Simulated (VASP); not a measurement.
# Se (Fd-3m) in VASP: notebook

Runs on Se. Level: PBE. Tasks: single point.

Everything below comes from runs of VASP 6.6.1. Logs are shortened: lines on timing, memory, paths and dates and some standing lists are left out, and cuts for length are marked.

### Step 1. The structure

The structure is cubic, space group Fd-3m (No. 227). The conventional cell has a = 6.251 Å, b = 6.251 Å, c = 6.251 Å, α = 90.00°, β = 90.00°, γ = 90.00°. Around Se (site symmetry -43m) lie 4 Se at 2.71 Å.

This isn't the form of Se at room conditions, which is trigonal, of chains.

### Step 2. Single point, PBE

INCAR reads:

```
SYSTEM = Se
ALGO = Fast
EDIFF = 1E-6
ENCUT = 520
GGA = PE
ISIF = 2
ISMEAR = 0
LASPH = .True.
LCHARG = .False.
LREAL = .False.
LWAVE = .False.
NBANDS = 13
NELM = 80
PREC = Accurate
SIGMA = 0.1
```

KPOINTS reads:

```
k-points
0
Gamma
  4 4 4
  0 0 0
```

POSCAR reads:

```
Se
1.0
    0.0000000000      3.1255665700      3.1255665700
    3.1255665700      0.0000000000      3.1255665700
    3.1255665700      3.1255665700      0.0000000000
Se
2
Direct
    0.5000000000      0.5000000000      0.5000000000
    0.7500000000      0.7500000000      0.7500000000
```

Potentials or basis: VASP PAW PBE potentials, release 64 (Se).

On the command line:

```bash
$ cat potpaw_PBE.64/Se/POTCAR > POTCAR
$ mpirun -np 1 vasp_std > vasp.out
```

OUTCAR:

```text
SYSTEM = Se
   EDIFF = 1E-6
   ENCUT = 520
   GGA = PE
   ISIF = 2
   ISMEAR = 0
   LASPH = .True.
   LREAL = .False.
   NELM = 80
   PREC = Accurate

 ion  position               nearest neighbor table
   1  0.500  0.500  0.500-   2 2.71   2 2.71   2 2.71   2 2.71
   2  0.750  0.750  0.750-   1 2.71   1 2.71   1 2.71   1 2.71

  LATTYP: Found a face centered cubic cell.
 ALAT       =     6.2511331400

  Lattice vectors:

 A1 = (   0.0000000000,   3.1255665700,   3.1255665700)
 A2 = (   3.1255665700,   0.0000000000,   3.1255665700)
 A3 = (   3.1255665700,   3.1255665700,   0.0000000000)

Analysis of symmetry for initial positions (statically):
=====================================================================
 Subroutine PRICEL returns:
 Original cell was already a primitive cell.

 Routine SETGRP: Setting up the symmetry group for a
 face centered cubic supercell.

 Subroutine GETGRP returns: Found 48 space group operations
 (whereof 24 operations were pure point group operations)
 out of a pool of 48 trial point group operations.

The static configuration has the point symmetry T_d .
 The point group associated with its full space group is O_h .

Analysis of symmetry for dynamics (positions and initial velocities):
=====================================================================
 Subroutine PRICEL returns:
 Original cell was already a primitive cell.

 Routine SETGRP: Setting up the symmetry group for a
 face centered cubic supercell.

 Subroutine GETGRP returns: Found 48 space group operations
 (whereof 24 operations were pure point group operations)
 out of a pool of 48 trial point group operations.

The dynamic configuration has the point symmetry T_d .
 The point group associated with its full space group is O_h .

 Subroutine INISYM returns: Found 48 space group operations
 (whereof 24 operations are pure point group operations),
 and found     1 'primitive' translations

----------------------------------------------------------------------------------------

                                     Primitive cell

  volume of cell :      61.0684

  direct lattice vectors                    reciprocal lattice vectors
     0.000000000  3.125566570  3.125566570    -0.159970997  0.159970997  0.159970997
     3.125566570  0.000000000  3.125566570     0.159970997 -0.159970997  0.159970997
     3.125566570  3.125566570  0.000000000     0.159970997  0.159970997 -0.159970997

  length of vectors
     4.420218633  4.420218633  4.420218633     0.277077894  0.277077894  0.277077894

  position of ions in fractional coordinates (direct lattice)
     0.500000000  0.500000000  0.500000000
     0.750000000  0.750000000  0.750000000

  ion indices of the primitive-cell ions
   primitive index   ion index
                 1           1
                 2           2

----------------------------------------------------------------------------------------

 KPOINTS: k-points

Automatic generation of k-mesh.
 Grid dimensions read from file:
 generate k-points for:    4    4    4

 Generating k-lattice:

  Cartesian coordinates                     Fractional coordinates (reciprocal lattice)
    -0.039992749  0.039992749  0.039992749     0.250000000  0.000000000  0.000000000
     0.039992749 -0.039992749  0.039992749     0.000000000  0.250000000  0.000000000
     0.039992749  0.039992749 -0.039992749     0.000000000  0.000000000  0.250000000

  Length of vectors
     0.069269474  0.069269474  0.069269474

  Shift w.r.t. Gamma in fractional coordinates (k-lattice)
     0.000000000  0.000000000  0.000000000

 Subroutine IBZKPT returns following result:
 ===========================================

 Found      8 irreducible k-points:

 Following reciprocal coordinates:
            Coordinates               Weight
  0.000000  0.000000  0.000000      1.000000
  0.250000  0.000000  0.000000      8.000000
  0.500000  0.000000  0.000000      4.000000
  0.250000  0.250000  0.000000      6.000000
  0.500000  0.250000  0.000000     24.000000
 -0.250000  0.250000  0.000000     12.000000
  0.500000  0.500000  0.000000      3.000000
 -0.250000  0.500000  0.250000      6.000000
   k-points           NKPTS =      8   k-points in BZ     NKDIM =      8   number of bands    NBANDS=     13
   number of dos      NEDOS =    301   number of ions     NIONS =      2
   total plane-waves  NPLWV =  46656
   dimension x,y,z NGX =    36 NGY =   36 NGZ =   36
   dimension x,y,z NGXF=    72 NGYF=   72 NGZF=   72
   ions per type =               2
   NGX,Y,Z   is equivalent  to a cutoff of  13.54, 13.54, 13.54 a.u.
   NGXF,Y,Z  is equivalent  to a cutoff of  27.08, 27.08, 27.08 a.u.
 SYSTEM =  Se
   PREC   = accura    normal or accurate (medium, high low for compatibility)
   ISTART =      0    job   : 0-new  1-cont  2-samecut
   ICHARG =      2    charge: 1-file 2-atom 10-const
   ISPIN  =      1    spin polarized calculation?
   LNONCOLLINEAR =      F non collinear calculations
   LSORBIT =      F    spin-orbit coupling
   LASPH  =      T    aspherical Exc in radial PAW
   ENCUT  =  520.0 eV  38.22 Ry    6.18 a.u.   8.22  8.22  8.22*2*pi/ulx,y,z
   NELM   =     80;   NELMIN=  2; NELMDL= -5     # of ELM steps
   EDIFF  = 0.1E-05   stopping-criterion for ELM
   LREAL  =      F    real-space projection
   EDIFFG = 0.1E-04   stopping-criterion for IOM
   NSW    =      0    number of steps for IOM
   IBRION =     -1    ionic relax: 0-MD 1-quasi-New 2-CG
   NFREE  =      0    steps in history (QN), initial steepest desc. (CG)
   ISIF   =      2    stress and relaxation
   ISYM   =      2    0-nonsym 1-usesym 2-fastsym
   POTIM  = 0.5000    time-step for ionic-motion
   TEBEG  =    0.0;   TEEND  =   0.0 temperature during run
   PSTRESS=    0.0 pullay stress
   NELECT =      12.0000    total number of electrons
   NUPDOWN=      -1.0000    fix difference up-down
   EMIN   =  10.00;   EMAX   =-10.00  energy-range for DOS
   EFERMI =   0.00;   METHOD = LEGACY
   ISMEAR =     0;   SIGMA  =   0.10  broadening in eV -4-tet -1-fermi 0-gaus
   EFERMI_NEDOS =   21; number of points for ismear=-14 and -15
   IALGO  =     68    algorithm
   IMIX   =      4    mixing-type and parameters
     AMIX     =   0.40;   BMIX     =  1.00
     AMIX_MAG =   1.60;   BMIX_MAG =  1.00
  volume/ion in A,a.u.               =      30.53       206.05
  Fermi-wavevector in a.u.,A,eV,Ry     =   0.951765  1.798575 12.324933  0.905857
  Thomas-Fermi vector in A             =   2.080266
   LORBIT       =      0    0 simple, 1 ext, 2 COOP (PROOUT), +10 PAW based schemes
   GGA     = PE    functional components
   LHFCALC =     F    Hartree Fock is set to
   AEXX    =    0.0000 exact exchange contribution
   IVDW    =     0    specifies the selected vdW correction
   LEPSILON=     F    determine dielectric tensor
   LRPA    =     F    only Hartree local field effects (RPA)
 non-spin polarized calculation
 RMM-DIIS sequential band-by-band and
 Gauss-broadening in eV      SIGMA  =   0.10
  energy-cutoff  :      520.00
  volume of cell :       61.07
 maximum number of plane-waves:      1676
 NGX is ok and might be reduce to    36
   NGX = 17   NGY = 17   NGZ = 17

 number of electron      12.0000001 magnetization

 Free energy of the ion-electron system (eV)
  ---------------------------------------------------
  ext. energy  EPLUGINS =         0.00000000
  ---------------------------------------------------
  free energy    TOTEN  =        -5.91600990 eV

  energy without entropy =       -5.90387731  energy(sigma->0) =       -5.90994360

 E-fermi :   2.3993     XC(G=0):  -8.2974

 val. band max:        2.2015301267   @ k =   0.2500   0.0000   0.0000
 cond. band min:       2.4024872604   @ k =  -0.2500   0.2500   0.0000
 fundamental gap:      0.2009571337
 Fermi energy:         2.3992811067

 k-point     1 :       0.0000    0.0000    0.0000
  band No.  band energies     occupation
      1     -13.1323      2.00000
      2      -7.7842      2.00000
      3      -1.1599      2.00000
      4      -1.1599      2.00000
      5      -1.1599      2.00000
      6       1.5588      2.00000
      7       1.5588      2.00000
      8       1.5588      2.00000
      9       6.7774      0.00000
     10       9.9796      0.00000
     11       9.9796      0.00000
     12      11.9432      0.00000
     13      11.9432      0.00000

 k-point     2 :       0.2500    0.0000    0.0000
  band No.  band energies     occupation
      1     -12.7300      2.00000
      2      -8.7144      2.00000
      3      -1.5787      2.00000
      4      -1.5787      2.00000
      5      -1.4620      2.00000
      6       2.2015      1.99484
      7       2.2015      1.99484
      8       2.5301      0.06435
      9       8.2485      0.00000
     10       9.3638      0.00000
     11       9.3638      0.00000
     12      11.1804      0.00000
     13      14.1848      0.00000

 k-point     3 :       0.5000    0.0000    0.0000
  band No.  band energies     occupation
      1     -12.1140      2.00000
      2      -9.7736      2.00000
      3      -1.8826      2.00000
      4      -1.8826      2.00000
      5      -1.8280      2.00000
      6       2.6600      0.00023
      7       2.6600      0.00023
      8       4.1508      0.00000
      9       9.2773      0.00000
     10       9.2797      0.00000
     11      10.3754      0.00000
     12      10.3754      0.00000
     13      12.0920      0.00000
[... 49 lines left out ...]
 k-point     7 :       0.5000    0.5000    0.0000
  band No.  band energies     occupation
      1     -11.0333      2.00000
      2     -11.0333      2.00000
      3      -2.6772      2.00000
      4      -2.6772      2.00000
      5       0.3832      2.00000
      6       0.3832      2.00000
      7       4.6200      0.00000
      8       4.6200      0.00000
      9       8.6178      0.00000
     10       8.6178      0.00000
     11      12.1679      0.00000
     12      12.1679      0.00000
     13      13.5333      0.00000

 k-point     8 :      -0.2500    0.5000    0.2500
  band No.  band energies     occupation
      1     -11.0281      2.00000
      2     -11.0281      2.00000
      3      -2.9163      2.00000
      4      -2.9163      2.00000
      5       1.2071      2.00000
      6       1.2071      2.00000
      7       3.8651      0.00000
      8       3.8651      0.00000
      9       8.3551      0.00000
     10       8.3551      0.00000
     11      11.8441      0.00000
     12      11.8441      0.00000
     13      15.4491      0.00000

------------------------ aborting loop because EDIFF is reached ----------------------------------------

  FORCE on cell =-STRESS in cart. coord.  units (eV):
  Direction    XX          YY          ZZ          XY          YZ          ZX
  --------------------------------------------------------------------------------------
  -------------------------------------------------------------------------------------
  Total        0.7374668      0.7374668      0.7374668      0.0000000      0.0000000      0.0000000
  in kB       19.3480324     19.3480324     19.3480324      0.0000000      0.0000000      0.0000000
  external PRESSURE =      19.3480324 kB  Pullay stress =       0.0000000 kB

 VOLUME and BASIS-vectors are now :
 -----------------------------------------------------------------------------
  energy-cutoff  :      520.00
  volume of cell :       61.07
      direct lattice vectors                 reciprocal lattice vectors
     0.000000000  3.125566570  3.125566570    -0.159970997  0.159970997  0.159970997
     3.125566570  0.000000000  3.125566570     0.159970997 -0.159970997  0.159970997
     3.125566570  3.125566570  0.000000000     0.159970997  0.159970997 -0.159970997

 POSITION                                       TOTAL-FORCE (eV/Angst)
 -----------------------------------------------------------------------------------
      3.12557      3.12557      3.12557        -0.000000     -0.000000     -0.000000
      4.68835      4.68835      4.68835         0.000000      0.000000      0.000000
 -----------------------------------------------------------------------------------
    total drift:                                0.000000      0.000000      0.000000

  FREE ENERGIE OF THE ION-ELECTRON SYSTEM (eV)
  ---------------------------------------------------
  free  energy   TOTEN  =        -5.9160099016 eV

  energy  without entropy=       -5.9038773070  energy(sigma->0) =       -5.90994360
```

Wall time 4.2 s (1 thread of AMD EPYC 9R45 (Zen 5), shared host); peak memory 0.16 GiB.

What came out:

- Free energy: -5.9160 eV
- Pressure: 1.9 GPa
- Band gap on the k mesh: none (metal or under the smearing width)

Caveat: the k mesh is coarse (spacing up to 0.44 Å⁻¹), so the values aren't converged.

### Step 3. Single point, PBE

INCAR reads:

```
SYSTEM = Se
PREC = Accurate ; ENCUT = 520
EDIFF = 1E-6 ; ISMEAR = 0
SIGMA = 0.1 ; LREAL = .FALSE.
LASPH = .TRUE. ; NELM = 100
ALGO = Normal ; ISIF = 2
LWAVE = .FALSE. ; LCHARG = .FALSE.
GGA = PE ; NBANDS = 13
```

KPOINTS reads:

```
Automatic mesh
0
G
  6 6 6
  0 0 0
```

POSCAR is that of step 2.

Potentials or basis: VASP PAW PBE potentials, release 64 (Se).

On the command line:

```bash
$ cat potpaw_PBE.64/Se/POTCAR > POTCAR
$ mpirun -np 1 vasp_std > vasp.out
```

It took 5.8 s on 1 thread of AMD EPYC 9R45 (Zen 5), shared host; peak memory 0.16 GiB.

It converged, with:

* Free energy: -5.9885 eV
* Pressure: 1.6 GPa
* Band gap on the k mesh: none (metal or under the smearing width)

Levels at points of the mesh, in eV from the Fermi level:
| k point | band 4 | band 5 | band 6 | band 7 | band 8 | band 9 |
| --- | --- | --- | --- | --- | --- | --- |
| (0.00, 0.00, 0.00) | -3.53 | -3.53 | -0.81 | -0.81 | -0.81 | 4.39 |
| (0.50, 0.00, 0.00) | -4.25 | -4.20 | 0.29 | 0.29 | 1.78 | 6.89 |
| (0.50, 0.50, 0.00) | -5.04 | -1.98 | -1.98 | 2.25 | 2.25 | 6.24 |
